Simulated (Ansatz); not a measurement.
# SnTe (Fm-3m) in Ansatz: further runs

Runs on SnTe. Level: PBEsol. Tasks: band structure.

Everything below comes from runs of Ansatz 0.2.0. Logs are shortened: lines on timing, memory, paths and dates and some standing lists are left out, and cuts for length are marked.

**Experimental background.**

A printed reference work, textbook reports, for a bulk crystal of SnTe at 300 K: band gap 0.18 eV (direct).

How close the calculation comes is told below.

### 1 The crystal as given

Symmetry: Fm-3m, No. 225, cubic system. Conventional cell: a = 6.302 Å, b = 6.302 Å, c = 6.302 Å, α = 90.00°, β = 90.00°, γ = 90.00°. Te (site symmetry m-3m) has 6 Sn at 3.15 Å as nearest neighbours. Around Sn (site symmetry m-3m) lie 6 Te at 3.15 Å.

### 2 Band structure, PBEsol (strain_shear_xy = 0)

input.yaml reads:

```yaml
crystal:
  lattice:
    - [0.0, 3.15085, 3.15085]
    - [3.15085, 0.0, 3.15085]
    - [3.15085, 3.15085, 0.0]
  atoms:
    - { symbol: Te, position: [0.5, 0.5, 0.5] }
    - { symbol: Sn, position: [0.0, 0.0, 0.0] }
kpoints:
  mp_grid: { grid: [7, 7, 7] }
  band_path:
    path:
      - [0.0, 0.0, 0.0]
      - [0.5, 0.0, 0.5]
      - [0.5, 0.25, 0.75]
      - [0.375, 0.375, 0.75]
      - [0.0, 0.0, 0.0]
      - [0.5, 0.5, 0.5]
      - [0.625, 0.25, 0.625]
      - [0.5, 0.25, 0.75]
    npoints: 8
scf:
  occupations: { method: fermi_dirac, width: 0.05 }
hamiltonian:
  xc: pbesol
  pseudopotentials: { kind: all_electron, lapw: { basis_error: 0.001 } }
output:
  forces: true
  stress: true
  eigenvalues: true
```

Potentials or basis: all-electron LAPW, scalar-relativistic.

The run is started by

```bash
$ ansatz run input.yaml --threads 1 --pin off --max-ram 3072MiB --backend cpu --events-out ev --progress --plain --runs-dir out
```

What it wrote:

```text
Warning: RAYON_NUM_THREADS=1 ignored (pool sized by the plan → 1); use --threads N
LAPW: plane waves up to 6.974 Å⁻¹, error target 1.0e-3 eV per atom; small_component_spin mean_spin; Sn in spheres of 1.592 Å, 22 of its electrons in bands, Dirac shells []; Te in spheres of 1.559 Å, 24 of its electrons in bands, Dirac shells [] (how accurate: hamiltonian.pseudopotentials.lapw.basis_error, Limitations)
Engine: ansatz 0.2.0, aarch64-unknown-linux-gnu
Pseudopotentials: kind: all_electron
Pseudopotential: Te, LAPW, valence charge 24, lapw/all_electron/scalar/gaussian/Te, Koelling and Harmon's equation, gaussian nucleus
Pseudopotential: Sn, LAPW, valence charge 22, lapw/all_electron/scalar/gaussian/Sn, Koelling and Harmon's equation, gaussian nucleus
Functional definition: PBEsol
  exchange = pbesol_x
  correlation = pbesol_c
Crystal: 2 atoms, lattice volume = 62.562 Å³
Basis set: ecut = 185.28996626922213 eV, 339 PW (Γ), exchange–correlation at level 2
Bands: 28, of which v1, the nominal top of the filled ones, is band 23 counted from 1 (22 counted from 0)
Symmetry: 48 space group operations
Space group: Fm-3m (ITA 225), of the structure as read, at distance tolerance 4.0e-5 Å
k-points: 20 of 343
Non-local potential: Te, projectors of the file, none
Non-local potential: Sn, projectors of the file, none
Initial density: superposition of atomic densities (chi_scale 0.1, normalization cell, long waves kept (reshape's long-wave potential 0.00 eV rms))
Initial wavefunctions: plane waves of lowest kinetic energy (no species holds an atomic orbital)
Functional: x = pbesol(κ = 0.804, μ = 0.12345679012345678), c = pbesol(β = 0.046)
iter 1 solved again at ethr=3.73e-4 eV; its pass at ethr=1.00e-1 eV (dr2=1.71e-1 eV) is discarded
SCF iter   1: F=—  HF=-352821.585927 eV  |F-HF|=—  |Δ(HF+E_count)|=         —  Δρ=1.16e-2  dr2=1.72e-1  ethr=3.73e-4  ⟨swp⟩=3.0  Hψ=3612  notcnv=0
preconditioner: auto → none  [insulator: Δε(μ)=0.668 eV  Ē_g=17.428 eV  σ=0.050 eV  W_gap=1.00  n_scr=14 (ndim 8)  ℏωp=21.0 eV  f_vac=0.029  D(μ)=0.00/eV (n_scr^D=0)  ε∞_Penn≈2.5]
iter 2 solved again at ethr=1.41e-5 eV; its pass at ethr=3.73e-4 eV (dr2=6.48e-3 eV) is discarded
SCF iter   2: F=—  HF=-352821.539614 eV  |F-HF|=—  |Δ(HF+E_count)|=   4.63e-2  Δρ=3.73e-3  dr2=6.49e-3  ethr=1.41e-5  ⟨swp⟩=2.0  Hψ=2904  notcnv=0
SCF iter   3: F=—  HF=-352821.535728 eV  |F-HF|=—  |Δ(HF+E_count)|=   3.89e-3  Δρ=2.20e-3  dr2=3.53e-3  ethr=1.41e-5  ⟨swp⟩=2.0  Hψ=1664  notcnv=0
SCF iter   4: F=—  HF=-352821.535859 eV  |F-HF|=—  |Δ(HF+E_count)|=   1.31e-4  Δρ=9.32e-4  dr2=6.18e-4  ethr=7.68e-6  ⟨swp⟩=2.0  Hψ=1664  notcnv=0
SCF iter   5: F=—  HF=-352821.535794 eV  |F-HF|=—  |Δ(HF+E_count)|=   6.49e-5  Δρ=2.05e-4  dr2=2.96e-5  ethr=1.34e-6  ⟨swp⟩=2.0  Hψ=1664  notcnv=0
SCF iter   6: F=—  HF=-352821.535794 eV  |F-HF|=—  |Δ(HF+E_count)|=   6.66e-7  Δρ=2.34e-5  dr2=3.56e-7  ethr=6.43e-8  ⟨swp⟩=2.0  Hψ=1664  notcnv=0
SCF iter   7: F=-352821.535794 eV  HF=-352821.535794 eV  |F-HF|=5.41e-9  |Δ(HF+E_count)|=   4.02e-8  Δρ=2.82e-6  dr2=5.42e-9  ethr=7.75e-10  ⟨swp⟩=2.0  Hψ=1665  notcnv=0
SCF 1 converged in 7 iterations: F = -352821.535794 eV  dr2 = 5.42e-9
NSCF: frozen V_eff on 57 k-points
SCF converged after 7 iterations
Free energy (F): -352821.535794 eV
Harris-Foulkes:  -352821.535794 eV  (|F-HF|=5.41e-9)
Internal energy: -352821.535725 eV  (E = F + TS)
E sigma→0 (E₀):  -352821.535760 eV
Entropy (-TS):   -0.000069 eV (-0.035 meV/atom)
Fermi energy:    11.933368 eV
--- Per-component energies (eV) ---
  E_band       = -1844.113085
  E_kinetic    = 371848.727115
  E_xc         = -9133.606707
  E_electrostatic = -715536.656133  (all electrons and nuclei)
  E_smearing   = -0.000069  (= −TS)
  E_closure    = 0.000000  (closes the sum)
  E_atoms      = -352813.230818  (free atoms, spherical and without spin; not in F)
  Σ components = -352821.535794   (vs F -352821.535794, Δ=0.00e0)
  Basis errors (estimates in eV, not in F): energy 3.3e-4 per atom: plane waves 3.2e-4 (1.8e-4 summed), levels above the bands 2.1e-43, relativity 7.5e-9, radial functions 9.7e-6, core shells 6.1e-10; eigenvalues (radial functions only) 2.5e-6; not estimated: angular momenta, meshes, grids; target (lapw.basis_error) 1.0e-3; muffin-tin radii Sn 1.592 Å, Te 1.559 Å
--- Forces (eV/Å), atoms counted from 1 ---
  atom   1  Te     0.00000000    -0.00000000    -0.00000000
  atom   2  Sn     0.00000000    -0.00000000     0.00000000
  max |Σ_I F_I| component: 7.68e-31 eV/Å
--- Stress (GPa, compression-positive) ---
       -0.369538      -0.000000      -0.000000
       -0.000000      -0.369538      -0.000000
       -0.000000      -0.000000      -0.369538
  P = ⅓ Tr σ = -0.3695 GPa (-3.695 kbar)
--- Band table (eV; the first three rows and the last of 20) ---
  k-point 0: bands = ["-147.5721", "-117.7631", "-97.6753", "-97.6753", "-97.6753", "-73.5971", "-73.5971", "-73.5971", "-25.1196", "-25.1196", "-25.1148", "-25.1148", "-25.1148", "-9.9131", "-9.9131", "-9.9063", "-9.9063", "-9.9063", "-0.9335", "7.1757", "9.7590", "9.7590", "9.7590", "15.2274", "15.2274", "15.2274", "16.6326", "16.6326"]
  k-point 1: bands = ["-147.5721", "-117.7631", "-97.6753", "-97.6753", "-97.6753", "-73.5971", "-73.5971", "-73.5971", "-25.1195", "-25.1195", "-25.1147", "-25.1146", "-25.1146", "-9.9141", "-9.9141", "-9.9061", "-9.9052", "-9.9052", "-0.7624", "6.3042", "9.7890", "9.7890", "10.3515", "14.3956", "14.3956", "14.4166", "16.5543", "17.0526"]
  k-point 2: bands = ["-147.5721", "-117.7631", "-97.6753", "-97.6753", "-97.6753", "-73.5971", "-73.5971", "-73.5971", "-25.1194", "-25.1194", "-25.1146", "-25.1144", "-25.1144", "-9.9167", "-9.9167", "-9.9054", "-9.9023", "-9.9023", "-0.2938", "4.8411", "9.9001", "9.9001", "11.0803", "13.1700", "13.1700", "13.2123", "17.2293", "18.2072"]
  k-point 19: bands = ["-147.5721", "-117.7631", "-97.6753", "-97.6753", "-97.6753", "-73.5971", "-73.5971", "-73.5971", "-25.1197", "-25.1191", "-25.1145", "-25.1141", "-25.1136", "-9.9257", "-9.9140", "-9.9043", "-9.9014", "-9.8961", "0.7029", "4.3942", "6.9280", "7.6505", "10.6668", "13.0676", "15.9875", "16.8971", "17.1309", "18.3445"]
```

Run time: 12 s. Hardware: 1 thread of Arm Neoverse V1, shared host; peak memory 0.27 GiB.

Results:

```yaml
Free_energy: -352821.5358 eV
Pressure: -0.4 GPa
Band_gap_along_the_path: 0.14 eV, direct
```

Levels at the corners of the path, in eV from the Fermi level:
```tsv
point	band 19	band 20	band 21	band 22	band 23	band 24	band 25	band 26	band 27	band 28
Γ	-12.87	-4.76	-2.17	-2.17	-2.17	3.29	3.29	3.29	4.70	4.70
X	-11.28	-6.53	-5.64	-3.79	-3.79	2.07	4.87	4.87	6.32	9.14
W	-11.20	-7.42	-4.88	-4.88	-0.86	0.79	4.54	4.54	6.00	6.00
K	-11.25	-7.48	-5.24	-3.29	-2.77	2.98	3.01	4.11	5.49	8.00
Γ	-12.87	-4.76	-2.17	-2.17	-2.17	3.29	3.29	3.29	4.70	4.70
L	-11.59	-8.39	-1.84	-1.84	-0.09	0.05	0.32	0.32	7.64	8.72
U	-11.25	-7.48	-5.24	-3.29	-2.77	2.98	3.01	4.11	5.49	8.00
W	-11.20	-7.42	-4.88	-4.88	-0.86	0.79	4.54	4.54	6.00	6.00
```

Caveat: this odd mesh misses L, where the gap lies, so gap, dielectric constants and Born charges aren't listed; spin-orbit coupling is left out, which moves the levels of the heavy elements.

### 3 Band structure, PBEsol, 31.27 Å³/atom (strain_shear_xy = -0.04)

input.yaml reads:

```yaml
crystal:
  lattice:
    - [-0.063017, 3.15085, 3.15085]
    - [3.15085, -0.063017, 3.15085]
    - [3.087833, 3.087833, 0.0]
  atoms:
    - { symbol: Te, position: [0.5, 0.5, 0.5] }
    - { symbol: Sn, position: [0.0, 0.0, 0.0] }
kpoints:
  mp_grid: { grid: [7, 7, 7] }
  band_path:
    path:
      - [0.0, 0.0, 0.0]
      - [-0.37005, -0.37005, -0.7401]
      - [-0.49, -0.2501, -0.7401]
      - [-0.5, 0.0, -0.5]
      - [-0.25, 0.25, -0.5]
      - [0.0, 0.0, -0.5]
      - [0.37005, 0.37005, -0.2599]
      - [0.5, 0.5, 0.0]
    npoints: 8
scf:
  occupations: { method: fermi_dirac, width: 0.05 }
hamiltonian:
  xc: pbesol
  pseudopotentials: { kind: all_electron, lapw: { basis_error: 0.001 } }
output:
  forces: true
  stress: true
  eigenvalues: true
```

Potentials or basis: all-electron LAPW, scalar-relativistic.

The run is started by

```bash
$ ansatz run input.yaml --threads 1 --pin off --max-ram 3072MiB --backend cpu --events-out ev --progress --plain --runs-dir out
```

Wall time 23 s (1 thread of Arm Neoverse V1, shared host); peak memory 0.37 GiB.

Results (log left out):

* Free energy: -352821.5305 eV
* Pressure: -0.4 GPa
* Band gap on the k mesh: 0.43 eV, indirect (least direct gap 0.61 eV)
* Band gap along the path: 0.16 eV, direct

Caveat: spin-orbit coupling is left out, which moves the levels of the heavy elements; the mesh misses the band edges, which the band path finds closer together.

### 4 Band structure, PBEsol, 31.28 Å³/atom (strain_shear_xy = -0.02)

input.yaml reads:

```yaml
crystal:
  lattice:
    - [-0.0315085, 3.15085, 3.15085]
    - [3.15085, -0.0315085, 3.15085]
    - [3.1193415, 3.1193415, 0.0]
  atoms:
    - { symbol: Te, position: [0.5, 0.5, 0.5] }
    - { symbol: Sn, position: [0.0, 0.0, 0.0] }
kpoints:
  mp_grid: { grid: [7, 7, 7] }
  band_path:
    path:
      - [0.0, 0.0, 0.0]
      - [-0.3725125, -0.3725125, -0.745025]
      - [-0.495, -0.250025, -0.745025]
      - [-0.5, 0.0, -0.5]
      - [-0.25, 0.25, -0.5]
      - [0.0, 0.0, -0.5]
      - [0.3725125, 0.3725125, -0.254975]
      - [0.5, 0.5, 0.0]
    npoints: 8
scf:
  occupations: { method: fermi_dirac, width: 0.05 }
hamiltonian:
  xc: pbesol
  pseudopotentials: { kind: all_electron, lapw: { basis_error: 0.001 } }
output:
  forces: true
  stress: true
  eigenvalues: true
```

The run is started by

```bash
$ ansatz run input.yaml --threads 1 --pin off --max-ram 3072MiB --backend cpu --events-out ev --progress --plain --runs-dir out
```

It took 24 s on 1 thread of Arm Neoverse V1, shared host; peak memory 0.37 GiB.

It converged, with:

| Property | Result |
| --- | --- |
| Free energy | -352821.5345 eV |
| Pressure | -0.4 GPa |
| Band gap along the path | 0.14 eV, direct |

Caveat: spin-orbit coupling is left out, which moves the levels of the heavy elements.

### 5 Band structure, PBEsol

input.yaml reads:

```yaml
crystal:
  lattice:
    - [0.0, 3.15085, 3.15085]
    - [3.15085, 0.0, 3.15085]
    - [3.15085, 3.15085, 0.0]
  atoms:
    - { symbol: Te, position: [0.5, 0.5, 0.5] }
    - { symbol: Sn, position: [0.0, 0.0, 0.0] }
kpoints:
  mp_grid: { grid: [5, 5, 5] }
  band_path:
    path:
      - [0.0, 0.0, 0.0]
      - [0.5, 0.0, 0.5]
      - [0.5, 0.25, 0.75]
      - [0.375, 0.375, 0.75]
      - [0.0, 0.0, 0.0]
      - [0.5, 0.5, 0.5]
      - [0.625, 0.25, 0.625]
      - [0.5, 0.25, 0.75]
    npoints: 12
scf:
  occupations: { method: fermi_dirac, width: 0.05 }
hamiltonian:
  xc: pbesol
  pseudopotentials: { kind: all_electron, lapw: { basis_error: 0.001 } }
output:
  forces: true
  stress: true
  eigenvalues: true
```

The run is started by

```bash
$ ansatz run input.yaml --threads 1 --pin off --max-ram 3072MiB --backend cpu --events-out ev --progress --plain --runs-dir out
```

Wall time 13 s (1 thread of Arm Neoverse V1, shared host); peak memory 0.24 GiB.

Results (log left out):

| Quantity | Value |
| --- | --- |
| Free energy | -352821.5373 eV |
| Pressure | -0.4 GPa |
| Band gap along the path | 0.09 eV, indirect (least direct gap 0.14 eV) |

Levels at the corners of the path, in eV from the Fermi level:
```tsv
point	band 20	band 21	band 22	band 23	band 24	band 25	band 26	band 27
Γ	-4.80	-2.22	-2.22	-2.22	3.25	3.25	3.25	4.66
X	-6.57	-5.68	-3.83	-3.83	2.02	4.83	4.83	6.27
W	-7.47	-4.93	-4.93	-0.90	0.74	4.49	4.49	5.96
K	-7.52	-5.28	-3.33	-2.81	2.94	2.97	4.07	5.45
Γ	-4.80	-2.22	-2.22	-2.22	3.25	3.25	3.25	4.66
L	-8.44	-1.88	-1.88	-0.13	0.01	0.27	0.27	7.59
U	-7.52	-5.28	-3.33	-2.81	2.94	2.97	4.07	5.45
W	-7.47	-4.93	-4.93	-0.90	0.74	4.49	4.49	5.96
```

Caveat: this odd mesh misses L, where the gap lies, so gap, dielectric constants and Born charges aren't listed; spin-orbit coupling is left out, which moves the levels of the heavy elements.

### 6 Band structure, PBEsol, spin-orbit coupling, no magnetisation

input.yaml, as its differences from that of step 5:

```diff
@@ -26,2 +26,5 @@
   pseudopotentials: { kind: all_electron, lapw: { basis_error: 0.001 } }
+magnetization:
+  noncollinear: true
+  spin_orbit: true
 output:
```

Potentials or basis: all-electron LAPW, relativistic spinors.

The run is started by

```bash
$ ansatz run input.yaml --threads 1 --pin off --max-ram 3072MiB --backend cpu --events-out ev --progress --plain --runs-dir out
```

It took 98 s on 1 thread of Arm Neoverse V1, shared host; peak memory 0.39 GiB.

The run converged. Its results:

```
Free energy             : -352933.9902 eV
Pressure                : -0.4 GPa
Band gap along the path : 0.22 eV, indirect (least direct gap 0.29 eV)
```

Levels at the corners of the path, in eV from the Fermi level:
```csv
point,band 43,band 44,band 45,band 46,band 47,band 48,band 49,band 50
Γ,-1.85,-1.85,-1.85,-1.85,2.76,2.76,3.61,3.61
X,-3.97,-3.97,-3.52,-3.52,2.12,2.12,4.52,4.52
W,-4.77,-4.77,-0.82,-0.82,0.82,0.82,4.47,4.47
K,-3.32,-3.32,-2.66,-2.66,2.79,2.79,3.26,3.26
Γ,-1.85,-1.85,-1.85,-1.85,2.76,2.76,3.61,3.61
L,-1.53,-1.53,-0.16,-0.16,0.14,0.14,0.29,0.29
U,-3.32,-3.32,-2.66,-2.66,2.79,2.79,3.26,3.26
W,-4.77,-4.77,-0.82,-0.82,0.82,0.82,4.47,4.47
```

Caveat: this odd mesh misses L, where the gap lies, so gap, dielectric constants and Born charges aren't listed.

### 7 Overview

```csv
potentials or basis,spin,cell,k mesh,pressure (GPa)
"all-electron LAPW, scalar-relativistic",off,strain_shear_xy = 0,7 × 7 × 7,-0.4
"all-electron LAPW, scalar-relativistic",off,as given,5 × 5 × 5,-0.4
"all-electron LAPW, relativistic spinors","SOC, no magnetisation",as given,5 × 5 × 5,-0.4
```

Alike in all rows: task band structure; level PBEsol; cutoff (eV) 185; smearing fermi-dirac 0.05 eV; basis error allowed 0.001 eV/atom.

Caveats: spin-orbit coupling is left out, which moves the levels of the heavy elements (some runs).

Compare energies only between runs with the same functional and basis.

### 8 Comparison with measurements

Step 5. Against the measured gap of SnTe, 0.18 eV (direct; 300 K; a printed reference work, textbook), the calculated 0.09 eV is off by -0.09 eV. Spin-orbit coupling on Sn, Te is left out. The value is that of PBEsol, without temperature or zero-point motion. Semilocal functionals fall short of measured gaps as a rule.

Step 6. Measured direct gap of SnTe: 0.18 eV (direct; 300 K; a printed reference work, textbook). This calculation gives 0.29 eV (+0.11 eV). The value is that of PBEsol, without temperature or zero-point motion.
